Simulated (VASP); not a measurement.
# Be (P6_3/mmc) in VASP: notebook

Runs on Be. Level: PBE+D3(BJ). Tasks: relaxation of shape and atoms at fixed volume.

Program: VASP 6.6.1. These are calculated values, not measurements. Logs are shortened: lines on timing, memory, paths and dates and some standing lists are left out, and cuts for length are marked.

### 1 The crystal as given

The structure is hexagonal, space group P6_3/mmc (No. 194). Conventional cell: a = 2.213 Å, b = 2.213 Å, c = 3.507 Å, α = 90.00°, β = 90.00°, γ = 120.00°. Be (site symmetry -6m2) is surrounded by 12 Be at 2.17 to 2.21 Å.

### 2 Relaxation of shape and atoms at fixed volume, PBE+D3(BJ) (a relaxed cell with its volume scaled by 0.98)

Contents of INCAR:

```
PREC     = Accurate       # precision mode
ENCUT    = 600            # plane-wave cutoff, eV
EDIFF    = 1E-7           # SCF threshold, eV
ISMEAR   = 1              # smearing method
SIGMA    = 0.1            # smearing width, eV
LREAL    = False          # projectors in reciprocal space
LASPH    = True           # aspherical terms in the spheres
NELM     = 80             # most SCF steps
ALGO     = Normal         # electronic algorithm
ISIF     = 4              # what is computed and relaxed
LWAVE    = False          # write WAVECAR
LCHARG   = False          # write CHGCAR
GGA      = PE             # functional
IVDW     = 12             # dispersion correction
IBRION   = 2              # ionic algorithm
NSW      = 40             # ionic steps
EDIFFG   = -0.01          # ionic threshold
```

Contents of KPOINTS:

```
regular mesh
0
Gamma
  18 18 10
```

Contents of POSCAR:

```
Be                                      
1.0
    2.1981718709      0.0000000000      0.0000000000
   -1.0990859354      1.9036726822      0.0000000000
    0.0000000000      0.0000000000      3.4834052204
  Be            
     2
Direct
     0.3333333332999970    0.6666666667000030    0.2500000000000000
     0.6666666667000030    0.3333333332999970    0.7500000000000000
```

Potentials or basis: VASP PAW PBE potentials, release 64 (Be).

Run with:

```console
cat potpaw_PBE.64/Be/POTCAR > POTCAR
mpirun -np 1 vasp_std > vasp.out
```

OUTCAR:

```text
PREC = Accurate
   ENCUT = 600
   EDIFF = 1E-7
   ISMEAR = 1
   LREAL = False
   LASPH = True
   NELM = 80
   ISIF = 4
   GGA = PE
   IVDW = 12
   IBRION = 2
   NSW = 40
   EDIFFG = -0.01
 IVDW          = 12

 ion  position               nearest neighbor table
   1  0.333  0.667  0.250-   2 2.16   2 2.16   2 2.16   2 2.16   2 2.16   2 2.16
   2  0.667  0.333  0.750-   1 2.16   1 2.16   1 2.16   1 2.16   1 2.16   1 2.16

  LATTYP: Found a hexagonal cell.
 ALAT       =     2.1981718709
 C/A-ratio  =     1.5846828296

  Lattice vectors:

 A1 = (   2.1981718709,   0.0000000000,   0.0000000000)
 A2 = (  -1.0990859354,   1.9036726822,   0.0000000000)
 A3 = (   0.0000000000,   0.0000000000,   3.4834052204)

Analysis of symmetry for initial positions (statically):
=====================================================================
 Subroutine PRICEL returns:
 Original cell was already a primitive cell.

 Routine SETGRP: Setting up the symmetry group for a
 hexagonal supercell.

 Subroutine GETGRP returns: Found 24 space group operations
 (whereof 12 operations were pure point group operations)
 out of a pool of 24 trial point group operations.

The static configuration has the point symmetry D_3d.
 The point group associated with its full space group is D_6h.

Analysis of symmetry for dynamics (positions and initial velocities):
=====================================================================
 Subroutine PRICEL returns:
 Original cell was already a primitive cell.

 Routine SETGRP: Setting up the symmetry group for a
 hexagonal supercell.

 Subroutine GETGRP returns: Found 24 space group operations
 (whereof 12 operations were pure point group operations)
 out of a pool of 24 trial point group operations.

The dynamic configuration has the point symmetry D_3d.
 The point group associated with its full space group is D_6h.

 Subroutine INISYM returns: Found 24 space group operations
 (whereof 12 operations are pure point group operations),
 and found     1 'primitive' translations

----------------------------------------------------------------------------------------

                                     Primitive cell

  volume of cell :      14.5767

  direct lattice vectors                    reciprocal lattice vectors
     2.198171871  0.000000000  0.000000000     0.454923481  0.262650194  0.000000000
    -1.099085935  1.903672682  0.000000000     0.000000000  0.525300389  0.000000000
     0.000000000  0.000000000  3.483405220     0.000000000  0.000000000  0.287075415

  length of vectors
[... 88 lines left out ...]
   ISIF   =      4    stress and relaxation
   ISYM   =      2    0-nonsym 1-usesym 2-fastsym
   POTIM  = 0.5000    time-step for ionic-motion
   TEBEG  =    0.0;   TEEND  =   0.0 temperature during run
   PSTRESS=    0.0 pullay stress
   NELECT =       4.0000    total number of electrons
   NUPDOWN=      -1.0000    fix difference up-down
   EMIN   =  10.00;   EMAX   =-10.00  energy-range for DOS
   EFERMI =   0.00;   METHOD = LEGACY
   ISMEAR =     1;   SIGMA  =   0.10  broadening in eV -4-tet -1-fermi 0-gaus
   EFERMI_NEDOS =   21; number of points for ismear=-14 and -15
   IALGO  =     38    algorithm
   IMIX   =      4    mixing-type and parameters
     AMIX     =   0.40;   BMIX     =  1.00
     AMIX_MAG =   1.60;   BMIX_MAG =  1.00
  volume/ion in A,a.u.               =       7.29        49.18
  Fermi-wavevector in a.u.,A,eV,Ry     =   1.063838  2.010362 15.398413  1.131751
  Thomas-Fermi vector in A             =   2.199336
   LORBIT       =      0    0 simple, 1 ext, 2 COOP (PROOUT), +10 PAW based schemes
   GGA     = PE    functional components
   LHFCALC =     F    Hartree Fock is set to
   AEXX    =    0.0000 exact exchange contribution
   IVDW    =    12    specifies the selected vdW correction
   LEPSILON=     F    determine dielectric tensor
   LRPA    =     F    only Hartree local field effects (RPA)
 conjugate gradient relaxation of ions
 non-spin polarized calculation
 Methfessel and Paxton  Order N= 1 SIGMA  =   0.10
  energy-cutoff  :      600.00
  volume of cell :       14.58
 maximum number of plane-waves:       506
 NGX is ok and might be reduce to    18
   NGX =  9   NGY =  9   NGZ = 13

 number of electron       4.0000000 magnetization

 Free energy of the ion-electron system (eV)
  ---------------------------------------------------
  ext. energy  EPLUGINS =         0.00000000
  ---------------------------------------------------
  free energy    TOTEN  =        -7.48764504 eV

  energy without entropy =       -7.48746131  energy(sigma->0) =       -7.48758379

 E-fermi :   7.8958     XC(G=0): -10.8764

 val. band max:        7.7472840475   @ k =   0.2778   0.2778   0.1000
 cond. band min:       7.9008957071   @ k =   0.3333   0.2778   0.3000
 fundamental gap:      0.1536116596
 Fermi energy:         7.8958352696

 k-point     1 :       0.0000    0.0000    0.0000
  band No.  band energies     occupation
      1      -4.0914      2.00000
      2       2.9074      2.00000
      3       8.9990     -0.00000
      4      24.8983      0.00000
      5      24.8983      0.00000
      6      27.8758      0.00000
[... 199 lines left out ...]
 k-point    24 :       0.3889    0.1111    0.0000
  band No.  band energies     occupation
      1       1.9330      2.00000
      2       5.7350      2.00000
      3      10.8388      0.00000
      4      13.6893      0.00000
      5      15.3898      0.00000
      6      16.0306      0.00000

 [... further k-points ...]

------------------------ aborting loop because EDIFF is reached ----------------------------------------

 Edisp (eV)   -0.77268

 E8    (eV) :    -0.2680

  FORCE on cell =-STRESS in cart. coord.  units (eV):
  Direction    XX          YY          ZZ          XY          YZ          ZX
  --------------------------------------------------------------------------------------
  -------------------------------------------------------------------------------------
  Total       0.24692     0.24692     0.27514     0.00000     0.00000     0.00000
  in kB      27.13991    27.13991    30.24180     0.00000     0.00000     0.00000
  external pressure =       28.17 kB  Pullay stress =        0.00 kB

 VOLUME and BASIS-vectors are now :
 -----------------------------------------------------------------------------
  energy-cutoff  :      600.00
  volume of cell :       14.58
      direct lattice vectors                 reciprocal lattice vectors
     2.198171871  0.000000000  0.000000000     0.454923481  0.262650194  0.000000000
    -1.099085935  1.903672682  0.000000000     0.000000000  0.525300389  0.000000000
     0.000000000  0.000000000  3.483405220     0.000000000  0.000000000  0.287075415

 POSITION                                       TOTAL-FORCE (eV/Angst)
 -----------------------------------------------------------------------------------
     -0.00000      1.26912      0.87085        -0.000000      0.000000      0.000000
      1.09909      0.63456      2.61255         0.000000     -0.000000      0.000000
 -----------------------------------------------------------------------------------
    total drift:                                0.000000     -0.000000      0.000000

  FREE ENERGIE OF THE ION-ELECTRON SYSTEM (eV)
  ---------------------------------------------------
  free  energy   TOTEN  =        -8.2603206263 eV

  energy  without entropy=       -8.2601368984  energy(sigma->0) =       -8.26025938

 reached required accuracy - stopping structural energy minimisation
```

CONTCAR:

```text
Be
   1.00000000000000
     2.1981718709000000    0.0000000000000000    0.0000000000000000
    -1.0990859354000000    1.9036726822000001    0.0000000000000000
     0.0000000000000000    0.0000000000000000    3.4834052203999999
  Be
     2
Direct
     0.3333333332999970    0.6666666667000030    0.2500000000000000
     0.6666666667000030    0.3333333332999970    0.7500000000000000

  0.00000000E+00  0.00000000E+00  0.00000000E+00
  0.00000000E+00  0.00000000E+00  0.00000000E+00
```

Run time: 15 s. Hardware: 1 thread of Intel Xeon Platinum 8259CL at 2.50GHz (Skylake/Cascade Lake), shared host; peak memory 0.15 GiB.

What came out:

| Item | Value |
| --- | --- |
| Free energy | -8.2603 eV |
| Pressure after relaxing | 2.8 GPa |
| Band gap on the k mesh | none (metal or under the smearing width) |
| Dispersion energy per atom | -0.386 eV |

Stress tensor (GPa, compression positive):
```
2.71 0.00 0.00
0.00 2.71 0.00
0.00 0.00 3.02
```

Final structure:
```cif
data_structure
_symmetry_space_group_name_H-M 'P 1'
_symmetry_Int_Tables_number 1
_cell_length_a 2.1982
_cell_length_b 2.1982
_cell_length_c 3.4834
_cell_angle_alpha 90.000
_cell_angle_beta 90.000
_cell_angle_gamma 120.000
_cell_volume 14.58
loop_
_atom_site_label
_atom_site_type_symbol
_atom_site_fract_x
_atom_site_fract_y
_atom_site_fract_z
_atom_site_occupancy
Be1 Be 0.33333 0.66667 0.25000 1
Be2 Be 0.66667 0.33333 0.75000 1
```

Caveat: the relaxation stopped at its first step, so nothing moved; pairwise dispersion overbinds metals, which lowers pressure and volume.

### 3 Relaxation of shape and atoms at fixed volume, PBE+D3(BJ)

INCAR is that of step 2.

KPOINTS is that of step 2.

Contents of POSCAR:

```
Be                                      
1.0
    2.2130248341      0.0000000000      0.0000000000
   -1.1065124170      1.9165357256      0.0000000000
    0.0000000000      0.0000000000      3.5069424561
  Be            
     2
Direct
     0.3333333332999970    0.6666666667000030    0.2500000000000000
     0.6666666667000030    0.3333333332999970    0.7500000000000000
```

Potentials or basis: VASP PAW PBE potentials, release 64 (Be).

Run with:

```console
cat potpaw_PBE.64/Be/POTCAR > POTCAR
mpirun -np 1 vasp_std > vasp.out
```

OUTCAR:

```text
PREC = Accurate
   ENCUT = 600
   EDIFF = 1E-7
   ISMEAR = 1
   LREAL = False
   LASPH = True
   NELM = 80
   ISIF = 4
   GGA = PE
   IVDW = 12
   IBRION = 2
   NSW = 40
   EDIFFG = -0.01
 IVDW          = 12

 ion  position               nearest neighbor table
   1  0.333  0.667  0.250-   2 2.17   2 2.17   2 2.17   2 2.17   2 2.17   2 2.17
   2  0.667  0.333  0.750-   1 2.17   1 2.17   1 2.17   1 2.17   1 2.17   1 2.17

  LATTYP: Found a hexagonal cell.
 ALAT       =     2.2130248341
 C/A-ratio  =     1.5846828296

  Lattice vectors:

 A1 = (   2.2130248341,   0.0000000000,   0.0000000000)
 A2 = (  -1.1065124170,   1.9165357256,   0.0000000000)
 A3 = (   0.0000000000,   0.0000000000,   3.5069424561)

Analysis of symmetry for initial positions (statically):
=====================================================================
 Subroutine PRICEL returns:
 Original cell was already a primitive cell.

 Routine SETGRP: Setting up the symmetry group for a
 hexagonal supercell.

 Subroutine GETGRP returns: Found 24 space group operations
 (whereof 12 operations were pure point group operations)
 out of a pool of 24 trial point group operations.

The static configuration has the point symmetry D_3d.
 The point group associated with its full space group is D_6h.

Analysis of symmetry for dynamics (positions and initial velocities):
=====================================================================
 Subroutine PRICEL returns:
 Original cell was already a primitive cell.

 Routine SETGRP: Setting up the symmetry group for a
 hexagonal supercell.

 Subroutine GETGRP returns: Found 24 space group operations
 (whereof 12 operations were pure point group operations)
 out of a pool of 24 trial point group operations.

The dynamic configuration has the point symmetry D_3d.
 The point group associated with its full space group is D_6h.

 Subroutine INISYM returns: Found 24 space group operations
 (whereof 12 operations are pure point group operations),
 and found     1 'primitive' translations
[... 118 lines left out ...]
  Thomas-Fermi vector in A             =   2.191943
   LORBIT       =      0    0 simple, 1 ext, 2 COOP (PROOUT), +10 PAW based schemes
   GGA     = PE    functional components
   LHFCALC =     F    Hartree Fock is set to
   AEXX    =    0.0000 exact exchange contribution
   IVDW    =    12    specifies the selected vdW correction
   LEPSILON=     F    determine dielectric tensor
   LRPA    =     F    only Hartree local field effects (RPA)
 conjugate gradient relaxation of ions
 non-spin polarized calculation
 Methfessel and Paxton  Order N= 1 SIGMA  =   0.10
  energy-cutoff  :      600.00
  volume of cell :       14.87
 maximum number of plane-waves:       515
 NGX is ok and might be reduce to    18
   NGX =  9   NGY =  9   NGZ = 15

 number of electron       4.0000000 magnetization

 Free energy of the ion-electron system (eV)
  ---------------------------------------------------
  ext. energy  EPLUGINS =         0.00000000
  ---------------------------------------------------
  free energy    TOTEN  =        -7.50622048 eV

  energy without entropy =       -7.50604124  energy(sigma->0) =       -7.50616073

 E-fermi :   7.7258     XC(G=0): -10.8086

 val. band max:        7.5761399247   @ k =   0.2778   0.2778   0.1000
 cond. band min:       7.7324086067   @ k =   0.3333   0.2778   0.3000
 fundamental gap:      0.1562686820
 Fermi energy:         7.7257940050

 k-point     1 :       0.0000    0.0000    0.0000
  band No.  band energies     occupation
      1      -4.1530      2.00000
      2       2.8105      2.00000
      3       8.7518     -0.00000
      4      24.4551      0.00000
      5      24.4551      0.00000
      6      27.3910      0.00000
[... 199 lines left out ...]
 k-point    24 :       0.3889    0.1111    0.0000
  band No.  band energies     occupation
      1       1.8308      2.00000
      2       5.5781      2.00000
      3      10.6277      0.00000
      4      13.4251      0.00000
      5      15.0837      0.00000
      6      15.7539      0.00000

 [... further k-points ...]

------------------------ aborting loop because EDIFF is reached ----------------------------------------

 Edisp (eV)   -0.75668

 E8    (eV) :    -0.2624

  FORCE on cell =-STRESS in cart. coord.  units (eV):
  Direction    XX          YY          ZZ          XY          YZ          ZX
  --------------------------------------------------------------------------------------
  -------------------------------------------------------------------------------------
  Total       0.00228     0.00228     0.00055     0.00000     0.00000     0.00000
  in kB       0.24609     0.24609     0.05893     0.00000     0.00000     0.00000
  external pressure =        0.18 kB  Pullay stress =        0.00 kB

 VOLUME and BASIS-vectors are now :
 -----------------------------------------------------------------------------
  energy-cutoff  :      600.00
  volume of cell :       14.87
      direct lattice vectors                 reciprocal lattice vectors
     2.213024834  0.000000000  0.000000000     0.451870212  0.260887388  0.000000000
    -1.106512417  1.916535726  0.000000000     0.000000000  0.521774777  0.000000000
     0.000000000  0.000000000  3.506942456     0.000000000  0.000000000  0.285148677

 POSITION                                       TOTAL-FORCE (eV/Angst)
 -----------------------------------------------------------------------------------
     -0.00000      1.27769      0.87674         0.000000     -0.000000      0.000000
      1.10651      0.63885      2.63021        -0.000000      0.000000      0.000000
 -----------------------------------------------------------------------------------
    total drift:                                0.000000     -0.000000      0.000000

  FREE ENERGIE OF THE ION-ELECTRON SYSTEM (eV)
  ---------------------------------------------------
  free  energy   TOTEN  =        -8.2629012019 eV

  energy  without entropy=       -8.2627219638  energy(sigma->0) =       -8.26284146

 reached required accuracy - stopping structural energy minimisation
```

OSZICAR:

```text
N       E                     dE             d eps       ncg     rms          rms(c)
DAV:   1    -0.152596509479E+01   -0.15260E+01   -0.20222E+03  2682   0.625E+02
DAV:   2    -0.754783658765E+01   -0.60219E+01   -0.57584E+01  4086   0.754E+01
DAV:   3    -0.758209601893E+01   -0.34259E-01   -0.34169E-01  3534   0.514E+00
DAV:   4    -0.758212816415E+01   -0.32145E-04   -0.32144E-04  3888   0.153E-01
DAV:   5    -0.758212819668E+01   -0.32534E-07   -0.32428E-07  3492   0.208E-03    0.128E+00
DAV:   6    -0.752706274652E+01    0.55065E-01   -0.80976E-03  3036   0.143E+00    0.791E-01
DAV:   7    -0.750624757140E+01    0.20815E-01   -0.84309E-03  2964   0.147E+00    0.324E-02
DAV:   8    -0.750622217290E+01    0.25398E-04   -0.15120E-05  3894   0.471E-02    0.112E-02
DAV:   9    -0.750622054442E+01    0.16285E-05   -0.32256E-06  3300   0.226E-02    0.988E-04
DAV:  10    -0.750622047846E+01    0.65963E-07   -0.34419E-09  3276   0.540E-04
   1 F= -.82629012E+01 E0= -.82628415E+01  d E =-.826290E+01
```

CONTCAR:

```text
Be
   1.00000000000000
     2.2130248341000001    0.0000000000000000    0.0000000000000000
    -1.1065124170000000    1.9165357256000000    0.0000000000000000
     0.0000000000000000    0.0000000000000000    3.5069424561000000
  Be
     2
Direct
     0.3333333332999970    0.6666666667000030    0.2500000000000000
     0.6666666667000030    0.3333333332999970    0.7500000000000000

  0.00000000E+00  0.00000000E+00  0.00000000E+00
  0.00000000E+00  0.00000000E+00  0.00000000E+00
```

Run time: 18 s. Hardware: 1 thread of Intel Xeon Platinum 8259CL at 2.50GHz (Skylake/Cascade Lake), shared host; peak memory 0.15 GiB.

Results:

```
Free energy                : -8.2629 eV
Pressure after relaxing    : 0.0 GPa
Band gap on the k mesh     : none (metal or under the smearing width)
Dispersion energy per atom : -0.378 eV
```

Final structure:
```
CELL_PARAMETERS angstrom
2.21302 0.00000 0.00000
-1.10651 1.91654 0.00000
0.00000 0.00000 3.50694
ATOMIC_POSITIONS crystal
Be 0.33333 0.66667 0.25000
Be 0.66667 0.33333 0.75000
```

Levels at points of the mesh, in eV from the Fermi level:
| k point | band 1 | band 2 | band 3 | band 4 | band 5 | band 6 |
| --- | --- | --- | --- | --- | --- | --- |
| (0.00, 0.00, 0.00) | -11.88 | -4.92 | 1.03 | 16.73 | 16.73 | 19.67 |
| (0.50, 0.00, 0.00) | -5.41 | -3.36 | 3.59 | 6.50 | 6.91 | 9.77 |
| (0.00, 0.00, 0.50) | -9.68 | -9.68 | 10.85 | 10.85 | 18.44 | 18.44 |
| (0.50, 0.00, 0.50) | -3.99 | -3.99 | 1.60 | 1.60 | 12.47 | 12.47 |

Caveat: the relaxation stopped at its first step, so nothing moved; pairwise dispersion overbinds metals, which lowers pressure and volume.

(Part 1 of 2 ends here.)
